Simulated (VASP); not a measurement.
# Cu3N (Pm-3m) in VASP: further runs

One crystal, Cu3N, is run at these levels: r2SCAN, PBE; tasks: band structure, density of states.

All numbers are computed with VASP 6.6.1; they aren't measurements. Logs are shortened: lines on timing, memory, paths and dates and some standing lists are left out, and cuts for length are marked.

## 1. The structure

The structure is cubic, space group Pm-3m (No. 221). Conventional cell: a = 3.771 Å, b = 3.771 Å, c = 3.771 Å, α = 90.00°, β = 90.00°, γ = 90.00°. Around Cu (site symmetry 4/mmm) lie 2 N at 1.89 Å. N (site symmetry m-3m) has 6 Cu at 1.89 Å as nearest neighbours.

## 2. Band structure, r2SCAN

File INCAR:

```
SYSTEM = Cu3N
PREC = Accurate
ENCUT = 520
EDIFF = 1E-7
ISMEAR = 1
SIGMA = 0.1
LREAL = .FALSE.
LASPH = .TRUE.
NELM = 80
ALGO = Normal
ISIF = 2
LWAVE = .FALSE.
LCHARG = .FALSE.
LMAXMIX = 4
METAGGA = R2SCAN
LMIXTAU = .TRUE.
NBANDS = 27
```

File KPOINTS:

```
regular mesh
0
G
  10 10 10
  0 0 0
```

File POSCAR:

```
Cu3N                                    
1.0
    3.7705031986      0.0000000000      0.0000000000
    0.0000000000      3.7705031986      0.0000000000
    0.0000000000      0.0000000000      3.7705031986
  Cu              N             
     3     1
Direct
     0.5000000000000000    0.0000000000000000    0.0000000000000000
     0.0000000000000000    0.5000000000000000    0.0000000000000000
     0.0000000000000000    0.0000000000000000    0.5000000000000000
     0.0000000000000000    0.0000000000000000    0.0000000000000000
```

File KPOINTS_OPT:

```
explicit points
158
Reciprocal
 0.0000000000  0.0000000000  0.0000000000 1
 0.0000000000  0.0357142857  0.0000000000 1
 0.0000000000  0.0714285714  0.0000000000 1
 0.0000000000  0.1071428571  0.0000000000 1
 0.0000000000  0.1428571429  0.0000000000 1
 0.0000000000  0.1785714286  0.0000000000 1
[... 150 lines left out ...]
 0.0149953300  0.4850046700  0.0000000000 1
-0.0149953300  0.5149953300  0.0000000000 1
```

Potentials or basis: VASP PAW PBE potentials, release 64 (Cu, N).

Started as:

```console
$ cat potpaw_PBE.64/Cu/POTCAR potpaw_PBE.64/N/POTCAR > POTCAR
$ mpirun -np 1 vasp_std > vasp.out
```

OUTCAR:

```text
SYSTEM = Cu3N
   PREC = Accurate
   ENCUT = 520
   EDIFF = 1E-7
   ISMEAR = 1
   LREAL = .FALSE.
   LASPH = .TRUE.
   NELM = 80
   ISIF = 2
   METAGGA = R2SCAN

 ion  position               nearest neighbor table
   1  0.500  0.000  0.000-   4 1.89   4 1.89   2 2.67   3 2.67   2 2.67   2 2.67   3 2.67   3 2.67
                             3 2.67   2 2.67
   2  0.000  0.500  0.000-   4 1.89   4 1.89   1 2.67   3 2.67   1 2.67   3 2.67   3 2.67   3 2.67
                             1 2.67   1 2.67
   3  0.000  0.000  0.500-   4 1.89   4 1.89   1 2.67   1 2.67   2 2.67   2 2.67   2 2.67   2 2.67
                             1 2.67   1 2.67
   4  0.000  0.000  0.000-   1 1.89   2 1.89   3 1.89   3 1.89   2 1.89   1 1.89

  LATTYP: Found a simple cubic cell.
 ALAT       =     3.7705031986

  Lattice vectors:

 A1 = (   3.7705031986,   0.0000000000,   0.0000000000)
 A2 = (   0.0000000000,   3.7705031986,   0.0000000000)
 A3 = (   0.0000000000,   0.0000000000,   3.7705031986)

Analysis of symmetry for initial positions (statically):
=====================================================================
 Subroutine PRICEL returns:
 Original cell was already a primitive cell.

 Routine SETGRP: Setting up the symmetry group for a
 simple cubic supercell.

 Subroutine GETGRP returns: Found 48 space group operations
 (whereof 48 operations were pure point group operations)
 out of a pool of 48 trial point group operations.

The static configuration has the point symmetry O_h .

Analysis of symmetry for dynamics (positions and initial velocities):
=====================================================================
 Subroutine PRICEL returns:
 Original cell was already a primitive cell.

 Routine SETGRP: Setting up the symmetry group for a
 simple cubic supercell.

 Subroutine GETGRP returns: Found 48 space group operations
 (whereof 48 operations were pure point group operations)
 out of a pool of 48 trial point group operations.

The dynamic configuration has the point symmetry O_h .

 Subroutine INISYM returns: Found 48 space group operations
 (whereof 48 operations are pure point group operations),
 and found     1 'primitive' translations

----------------------------------------------------------------------------------------

                                     Primitive cell

  volume of cell :      53.6041

  direct lattice vectors                    reciprocal lattice vectors
     3.770503199  0.000000000  0.000000000     0.265216590  0.000000000  0.000000000
     0.000000000  3.770503199  0.000000000     0.000000000  0.265216590  0.000000000
     0.000000000  0.000000000  3.770503199     0.000000000  0.000000000  0.265216590

  length of vectors
     3.770503199  3.770503199  3.770503199     0.265216590  0.265216590  0.265216590

  position of ions in fractional coordinates (direct lattice)
     0.500000000  0.000000000  0.000000000
     0.000000000  0.500000000  0.000000000
     0.000000000  0.000000000  0.500000000
     0.000000000  0.000000000  0.000000000

  ion indices of the primitive-cell ions
   primitive index   ion index
                 1           1
                 2           2
                 3           3
                 4           4

----------------------------------------------------------------------------------------

 KPOINTS: regular mesh

Automatic generation of k-mesh.
 Grid dimensions read from file:
 generate k-points for:   10   10   10

 Generating k-lattice:

  Cartesian coordinates                     Fractional coordinates (reciprocal lattice)
     0.026521659  0.000000000  0.000000000     0.100000000  0.000000000  0.000000000
     0.000000000  0.026521659  0.000000000     0.000000000  0.100000000  0.000000000
     0.000000000  0.000000000  0.026521659     0.000000000  0.000000000  0.100000000

  Length of vectors
     0.026521659  0.026521659  0.026521659

  Shift w.r.t. Gamma in fractional coordinates (k-lattice)
     0.000000000  0.000000000  0.000000000

 Subroutine IBZKPT returns following result:
 ===========================================

 Found     56 irreducible k-points:

 Following reciprocal coordinates:
            Coordinates               Weight
  0.000000  0.000000  0.000000      1.000000
  0.100000  0.000000  0.000000      6.000000
  0.200000  0.000000  0.000000      6.000000
  0.300000  0.000000  0.000000      6.000000
  0.400000  0.000000  0.000000      6.000000
  0.500000  0.000000  0.000000      3.000000
[... 16 lines left out ...]
  0.200000  0.100000  0.100000     24.000000
  0.300000  0.100000  0.100000     24.000000
 [... further k-points ...]
   k-points           NKPTS =     56   k-points in BZ     NKDIM =     56   number of bands    NBANDS=     27
   number of dos      NEDOS =    301   number of ions     NIONS =      4
   total plane-waves  NPLWV =  21952
   dimension x,y,z NGX =    28 NGY =   28 NGZ =   28
   dimension x,y,z NGXF=    56 NGYF=   56 NGZF=   56
   ions per type =               3   1
   NGX,Y,Z   is equivalent  to a cutoff of  12.35, 12.35, 12.35 a.u.
   NGXF,Y,Z  is equivalent  to a cutoff of  24.69, 24.69, 24.69 a.u.
 SYSTEM =  Cu3N
   PREC   = accura    normal or accurate (medium, high low for compatibility)
   ISTART =      0    job   : 0-new  1-cont  2-samecut
   ICHARG =      2    charge: 1-file 2-atom 10-const
   ISPIN  =      1    spin polarized calculation?
   LNONCOLLINEAR =      F non collinear calculations
   LSORBIT =      F    spin-orbit coupling
   LASPH  =      T    aspherical Exc in radial PAW
   ENCUT  =  520.0 eV  38.22 Ry    6.18 a.u.   7.01  7.01  7.01*2*pi/ulx,y,z
   NELM   =     80;   NELMIN=  2; NELMDL= -5     # of ELM steps
   EDIFF  = 0.1E-06   stopping-criterion for ELM
   LREAL  =      F    real-space projection
   EDIFFG = 0.1E-05   stopping-criterion for IOM
   NSW    =      0    number of steps for IOM
   IBRION =     -1    ionic relax: 0-MD 1-quasi-New 2-CG
   NFREE  =      0    steps in history (QN), initial steepest desc. (CG)
   ISIF   =      2    stress and relaxation
   ISYM   =      2    0-nonsym 1-usesym 2-fastsym
   POTIM  = 0.5000    time-step for ionic-motion
   TEBEG  =    0.0;   TEEND  =   0.0 temperature during run
   PSTRESS=    0.0 pullay stress
   NELECT =      38.0000    total number of electrons
   NUPDOWN=      -1.0000    fix difference up-down
   EMIN   =  10.00;   EMAX   =-10.00  energy-range for DOS
   EFERMI =   0.00;   METHOD = LEGACY
   ISMEAR =     1;   SIGMA  =   0.10  broadening in eV -4-tet -1-fermi 0-gaus
   EFERMI_NEDOS =   21; number of points for ismear=-14 and -15
   IALGO  =     38    algorithm
   IMIX   =      4    mixing-type and parameters
     AMIX     =   0.40;   BMIX     =  1.00
     AMIX_MAG =   1.60;   BMIX_MAG =  1.00
  volume/ion in A,a.u.               =      13.40        90.43
  Fermi-wavevector in a.u.,A,eV,Ry     =   1.459722  2.758474 28.991121  2.130787
  Thomas-Fermi vector in A             =   2.576255
   LORBIT       =      0    0 simple, 1 ext, 2 COOP (PROOUT), +10 PAW based schemes
   METAGGA = R2SCAN    functional components
   LHFCALC =     F    Hartree Fock is set to
   AEXX    =    0.0000 exact exchange contribution
   IVDW    =     0    specifies the selected vdW correction
   LEPSILON=     F    determine dielectric tensor
   LRPA    =     F    only Hartree local field effects (RPA)
 non-spin polarized calculation
 Methfessel and Paxton  Order N= 1 SIGMA  =   0.10
  energy-cutoff  :      520.00
  volume of cell :       53.60
 maximum number of plane-waves:      1472
   NGX = 15   NGY = 15   NGZ = 15

 number of electron      37.9999989 magnetization

 Free energy of the ion-electron system (eV)
  ---------------------------------------------------
  ext. energy  EPLUGINS =         0.00000000
  ---------------------------------------------------
  free energy    TOTEN  =       -40.70888552 eV

  energy without entropy =      -40.70912221  energy(sigma->0) =      -40.70896442

 E-fermi :   5.2059     XC(G=0): -11.6362

 val. band max:        5.1599209065   @ k =   0.5000   0.5000   0.5000
 cond. band min:       5.3633905524   @ k =   0.5000   0.5000   0.0000
 fundamental gap:      0.2034696459
 Fermi energy:         5.2059388308

 k-point     1 :       0.0000    0.0000    0.0000
  band No.  band energies     occupation
      1     -12.9039      2.00000
      2      -0.3766      2.00000
      3       0.0358      2.00000
      4       0.0358      2.00000
      5       0.0358      2.00000
      6       0.9881      2.00000
[... 19 lines left out ...]
     26      18.2042      0.00000
     27      18.2042      0.00000

 k-point     2 :       0.1000    0.0000    0.0000
  band No.  band energies     occupation
      1     -12.8653      2.00000
      2      -0.5610      2.00000
      3      -0.0904      2.00000
      4      -0.0904      2.00000
      5      -0.0855      2.00000
      6       0.9991      2.00000
[... 19 lines left out ...]
     26      17.5666      0.00000
     27      17.6901      0.00000

 k-point     3 :       0.2000    0.0000    0.0000
  band No.  band energies     occupation
      1     -12.7615      2.00000
      2      -1.2847      2.00000
      3      -0.3312      2.00000
      4      -0.3312      2.00000
      5       0.0764      2.00000
      6       1.0286      2.00000
[... 19 lines left out ...]
     26      16.2790      0.00000
     27      16.7464      0.00000

 k-point     4 :       0.3000    0.0000    0.0000
  band No.  band energies     occupation
      1     -12.6264      2.00000
      2      -2.0461      2.00000
      3      -0.5499      2.00000
      4      -0.5499      2.00000
      5       0.4104      2.00000
      6       1.0669      2.00000
[... 19 lines left out ...]
     26      15.3601      0.00000
     27      15.8853      0.00000
[... 516 lines left out ...]
      4      -0.5408      2.00000
      5       0.0942      2.00000
      6       1.1399      2.00000
[... 19 lines left out ...]
     26      16.3158      0.00000
     27      16.3158      0.00000

 k-point    23 :       0.2000    0.1000    0.1000
  band No.  band energies     occupation
      1     -12.6840      2.00000
      2      -1.3494      2.00000
      3      -0.7605      2.00000
      4      -0.7188      2.00000
      5       0.2676      2.00000
      6       1.1661      2.00000
[... 19 lines left out ...]
     26      15.2043      0.00000
     27      15.8176      0.00000

 k-point    24 :       0.3000    0.1000    0.1000
  band No.  band energies     occupation
      1     -12.5484      2.00000
      2      -2.0881      2.00000
      3      -0.9019      2.00000
      4      -0.8969      2.00000
      5       0.5728      2.00000
      6       1.2108      2.00000
[... 19 lines left out ...]
     26      15.0089      0.00000
     27      16.1363      0.00000

 [... further k-points ...]
[... 5 lines left out ...]
  --------------------------------------------------------------------------------------
  -------------------------------------------------------------------------------------
  Total        0.8883334      0.8883334      0.8883334      0.0000000     -0.0000000      0.0000000
  in kB       26.5514751     26.5514751     26.5514751      0.0000000     -0.0000000      0.0000000
  external PRESSURE =      26.5514751 kB  Pullay stress =       0.0000000 kB

 VOLUME and BASIS-vectors are now :
 -----------------------------------------------------------------------------
  energy-cutoff  :      520.00
  volume of cell :       53.60
      direct lattice vectors                 reciprocal lattice vectors
     3.770503199  0.000000000  0.000000000     0.265216590  0.000000000  0.000000000
     0.000000000  3.770503199  0.000000000     0.000000000  0.265216590  0.000000000
     0.000000000  0.000000000  3.770503199     0.000000000  0.000000000  0.265216590

 POSITION                                       TOTAL-FORCE (eV/Angst)
 -----------------------------------------------------------------------------------
      1.88525      0.00000      0.00000         0.000000      0.000000      0.000000
      0.00000      1.88525      0.00000         0.000000      0.000000      0.000000
      0.00000      0.00000      1.88525         0.000000      0.000000      0.000000
      0.00000      0.00000      0.00000         0.000000      0.000000      0.000000
 -----------------------------------------------------------------------------------
    total drift:                               -0.000000      0.000000     -0.000000

  FREE ENERGIE OF THE ION-ELECTRON SYSTEM (eV)
  ---------------------------------------------------
  free  energy   TOTEN  =       -40.7088855243 eV

  energy  without entropy=      -40.7091222123  energy(sigma->0) =      -40.70896442
```

It took 13 min on 1 thread of Intel Xeon Platinum 8259CL at 2.50GHz (Skylake/Cascade Lake), shared host; peak memory 0.25 GiB.

Results:

```
Free energy             : -40.7089 eV
Pressure                : 2.7 GPa
Band gap on the k mesh  : 0.20 eV, indirect (least direct gap 0.80 eV)
Band gap along the path : 0.20 eV, indirect (least direct gap 0.79 eV)
```

Levels at the corners of the path, in eV from the valence-band top:
| point | band 15 | band 16 | band 17 | band 18 | band 19 | band 20 | band 21 | band 22 | band 23 | band 24 |
| --- | --- | --- | --- | --- | --- | --- | --- | --- | --- | --- |
| Γ | -2.57 | -2.03 | -2.03 | -2.03 | -1.95 | 1.24 | 5.79 | 5.79 | 7.06 | 7.06 |
| X | -2.56 | -2.36 | -2.03 | -1.55 | -1.55 | 1.90 | 3.58 | 7.48 | 7.63 | 7.63 |
| X | -2.56 | -2.36 | -2.03 | -1.55 | -1.55 | 1.90 | 3.58 | 7.48 | 7.63 | 7.63 |
| M | -2.51 | -2.34 | -1.17 | -1.17 | -0.77 | 0.20 | 4.09 | 5.22 | 5.22 | 8.71 |
| M | -2.51 | -2.34 | -1.17 | -1.17 | -0.77 | 0.20 | 4.09 | 5.22 | 5.22 | 8.71 |
| Γ | -2.57 | -2.03 | -2.03 | -2.03 | -1.95 | 1.24 | 5.79 | 5.79 | 7.06 | 7.06 |
| Γ | -2.57 | -2.03 | -2.03 | -2.03 | -1.95 | 1.24 | 5.79 | 5.79 | 7.06 | 7.06 |
| R | -2.05 | -2.05 | 0.00 | 0.00 | 0.00 | 0.89 | 0.89 | 0.89 | 6.34 | 8.80 |
| R | -2.05 | -2.05 | 0.00 | 0.00 | 0.00 | 0.89 | 0.89 | 0.89 | 6.34 | 8.80 |
| X | -2.56 | -2.36 | -2.03 | -1.55 | -1.55 | 1.90 | 3.58 | 7.48 | 7.63 | 7.63 |
| M | -2.51 | -2.34 | -1.17 | -1.17 | -0.77 | 0.20 | 4.09 | 5.22 | 5.22 | 8.71 |
| R | -2.05 | -2.05 | 0.00 | 0.00 | 0.00 | 0.89 | 0.89 | 0.89 | 6.34 | 8.80 |

Caveat: the PAW data sets were made with another functional, which shifts forces and pressure a little. r2SCAN opens gaps a little over a GGA but as a rule still falls short of measured ones.

(Part 1 of 2 ends here.)
